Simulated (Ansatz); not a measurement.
Runs of Ansatz 0.2.0 on ZnCu2SnS4. The structure is tetragonal, space group I-4 (No. 82). Conventional cell: a = 5.434 Å, b = 5.434 Å, c = 10.850 Å, α = 90.00°, β = 90.00°, γ = 90.00°. Sn (site symmetry -4) has 4 S at 2.41 Å as nearest neighbours. Around Zn (site symmetry -4) lie 4 S at 2.33 Å. Cu (site symmetry -4) has 4 S at 2.33 Å as nearest neighbours. Cu (site symmetry -4) has 4 S at 2.33 Å as nearest neighbours. S (site symmetry 1) is surrounded by 1 Zn at 2.33 Å and 2 Cu at 2.33 Å and 1 Sn at 2.41 Å. 

| level | gap on the mesh (eV) | pressure (GPa) | relaxed volume (Å³/atom) | largest force (eV/Å) |
| --- | --- | --- | --- | --- |
| PBEsol+D3(BJ) | 0.19 | 0.0 | 18.83 | - |
| PBEsol+D4 | 0.16 | 0.0 | 19.03 | 0.01 |
| PBEsol | (a) | 0.0 | 19.41 | 0.01 |
| PBEsol+D3(BJ)-ATM | 0.18 | 0.0 | (b) | 0.01 |

Alike in all rows: task relaxation of cell and atoms; potentials or basis Ansatz PAW; no spin polarisation; cell relaxed; k mesh 7 × 7 × 7; cutoff (eV) 420; smearing fermi-dirac 0.05 eV.

Question: Fill in the values left out.

Answer: (a) 0.11; (b) 18.93.

Caveats: odd divisions of the mesh miss points on the zone boundary, where band edges often lie, so the gap on the mesh can be too wide; the plane-wave basis is chosen anew once the cell has moved, so the energies of steps on either side of that aren't comparable; spin-orbit coupling is left out, which moves the levels of the heavy elements; the PAW data sets come from PBE, with cores solved anew for the run's functional, which leaves a small shift of forces and pressure.

A k mesh can miss the band edges, and the runs leave out spin-orbit coupling on Sn.
